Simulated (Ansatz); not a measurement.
# TiC (Fm-3m), a vibration from a frozen displacement

These are results of Ansatz 0.2.0, DFT PBE, scalar-relativistic, plane waves, PAW, not measurements. Settings: plane waves to 420 eV, k-mesh 14×14×14 (Γ-centred), Gaussian smearing 0.15 eV. No spin polarisation. Energies are free energies at this smearing, counted from the undisturbed cell; pressure is positive in compression.

The undisturbed cell (relaxed at this level):

```
CELL_PARAMETERS angstrom
4.33292 0.00000 0.00000
0.00000 -4.33292 0.00000
0.00000 0.00000 -4.33292
ATOMIC_POSITIONS crystal
Ti 0.00000 0.00000 0.00000
Ti 0.50000 0.50000 0.00000
Ti 0.50000 0.00000 0.50000
Ti 0.00000 0.50000 0.50000
C 0.50000 0.00000 0.00000
C 0.00000 0.50000 0.00000
C 0.00000 0.00000 0.50000
C 0.50000 0.50000 0.50000
```

Atom 5 (C) is moved by x along the Cartesian unit vector (0.000, 0.000, 1.000); the cell and all other atoms stay fixed. The cell's volume is 81.35 Å³; the moved atoms weigh 12.011 u together and the others 227.501 u.

| x (Å) | ΔE (meV/cell) | total force on the moved atoms along the move (eV/Å) | pressure (GPa) |
| --- | --- | --- | --- |
| -0.2000 | 251.33 | 2.6362 | 1.2171 |
| -0.1200 | 87.75 | 1.4871 | 0.4350 |
| -0.0400 | 9.61 | 0.4812 | 0.0552 |
| 0.0000 | 0.00 | 0.0000 | 0.0082 |
| 0.0800 | 38.64 | -0.9730 | 0.1967 |
| 0.1600 | 158.08 | -2.0364 | 0.7736 |

Task: What frequency belongs to this motion?

Result: The force constant is k = −dF/dx = 12.074 eV/Å², from the parabola through x = -0.0400, 0 and 0.0800. In every cell the moved atoms swing against the rest, so the mass is μ = m₁m₂/(m₁ + m₂) = 11.409 u, and ν̃ = 521.5 cm⁻¹ × √(|k|/μ) = 536 cm⁻¹. The pattern needn't be a normal mode: ν̃² is then a weighted mean of the squared nonzero frequencies at the zone centre of this cell, so it lies between the lowest and the highest of them.

Task: How far does the harmonic law reach?

Result: At x = -0.200 Å, kx²/2 = 241.48 meV against the computed 251.33 meV (+4.1 %): the well is still close to harmonic there.

In a metal these slopes depend on the k mesh and the smearing.

The carbon atom sits in a stiff, single-minimum well whose restoring force grows slightly faster than linearly. Its site is a centre of inversion, so odd terms in the energy vanish and the leading correction is quartic. Here it is positive, as expected when carbon is pushed against one titanium neighbour and short-range repulsion outweighs the weakening of the opposite bond.

The stiffness fits the strong Ti 3d–C 2p covalent bonding of this carbide, in which the bonding states are filled and the antibonding ones largely empty. Together with the small mass of carbon, it places the motion at 536 cm⁻¹, in the range expected for carbon-dominated optical vibrations rather than for the acoustic modes, in which titanium carries much of the motion.

The pressure rises for displacements of either sign, so the displaced lattice pushes outward. This implies that the force constant falls as the cell expands, the usual sign for bond-stretching modes. The positive curvature shows stability against this displacement only, not against every lattice distortion.
